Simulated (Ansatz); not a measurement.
Crystal: Ti.

```
Ti
1.0
     0.00000    2.03000    2.03000
     2.03000    0.00000    2.03000
     2.03000    2.03000    0.00000
Ti
1
Direct
  0.00000 0.00000 0.00000
```

This isn't the form of Ti at room conditions, which is hcp.

Base run:

```yaml
Program: Ansatz 0.2.0
Functional: r2SCAN
Potentials_or_basis: Ansatz PAW
Cutoff: 500 eV
Density_cutoff: 2000 eV
k_mesh: 11 × 11 × 11
Occupations: fermi-dirac, width 0.05 eV
Spin: no spin polarisation
```

Its results: band gap on the k mesh none (metal or under the smearing width); pressure 4.2 GPa.

Q: The run is repeated on the same cell with these changes: functional from r2SCAN to BLYP; cutoff from 500 eV to 420 eV; density cutoff from 2000 eV to 1680 eV. What comes out?

A: Band gap on the k mesh none (metal or under the smearing width); pressure 6.6 GPa.

Caveats: the PAW data sets come from PBE, with cores solved anew for the run's functional, which leaves a small shift of forces and pressure; the potentials were made for another functional, which shifts forces and pressure (some runs).

Not every run made on this cell is shown here.
